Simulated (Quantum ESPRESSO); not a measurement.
A run of Quantum ESPRESSO 7.5:

Contents of pw.in:

```
&CONTROL
  calculation = 'scf'
  prefix = 'pwscf'
  outdir = './tmp'
  pseudo_dir = './pseudo'
  tprnfor = .true.
  tstress = .true.
  disk_io = 'low'
/
&SYSTEM
  ibrav = 0
  nat = 4
  ntyp = 2
  ecutwfc = 45
  ecutrho = 360
  nbnd = 14
  occupations = 'smearing'
  smearing = 'fd'
  degauss = 0.00367493
  vdw_corr = 'grimme-d3'
  dftd3_version = 5
/
&ELECTRONS
  conv_thr = 8d-10
  electron_maxstep = 120
  mixing_beta = 0.5
/
ATOMIC_SPECIES
Si    28.0850 si_pbe_v1.uspp.F.UPF
C     12.0110 c_pbe_v1.2.uspp.F.UPF
CELL_PARAMETERS angstrom
   3.0760000000    0.0000000000    0.0000000000
  -1.5380000000    2.6638941420    0.0000000000
   0.0000000000    0.0000000000    5.0480000000
ATOMIC_POSITIONS crystal
Si     0.6773550000    0.3758780000    0.5179370000
Si     0.3005150000    0.6106130000   -0.0010370000
C      0.7224550000    0.4113500000    0.8866210000
C      0.2704930000    0.6750570000    0.3910290000
K_POINTS automatic
10 10 5 0 0 0
```

pp_density.in

```
&INPUTPP
  prefix = 'pwscf'
  outdir = './tmp'
  filplot = 'density.dat'
  plot_num = 0
/
&PLOT
  nfile = 1
  filepp(1) = 'density.dat'
  iflag = 3
  output_format = 6
  fileout = 'density.cube'
/
```

Contents of pp_potential.in:

```
&INPUTPP
  prefix = 'pwscf'
  outdir = './tmp'
  filplot = 'potential.dat'
  plot_num = 11
/
&PLOT
  nfile = 1
  filepp(1) = 'potential.dat'
  iflag = 3
  output_format = 6
  fileout = 'potential.cube'
/
```

Potentials or basis: GBRV 1.5 PBE.

Command:

```console
$ OMP_NUM_THREADS=1 pw.x -in pw.in > pw.out
$ OMP_NUM_THREADS=1 pp.x -in pp_density.in > pp_density.out
$ OMP_NUM_THREADS=1 pp.x -in pp_potential.in > pp_potential.out
```

Hardware: 1 thread of Arm Neoverse V2, on a shared host.

Q: How long does it take, and how much memory?

A: Run time: 67 s on 1 thread of Arm Neoverse V2 (shared host), peak memory 0.23 GiB. Counts: scf iterations 10, k pools 1, bands 14, k points 252, g dense 32271.
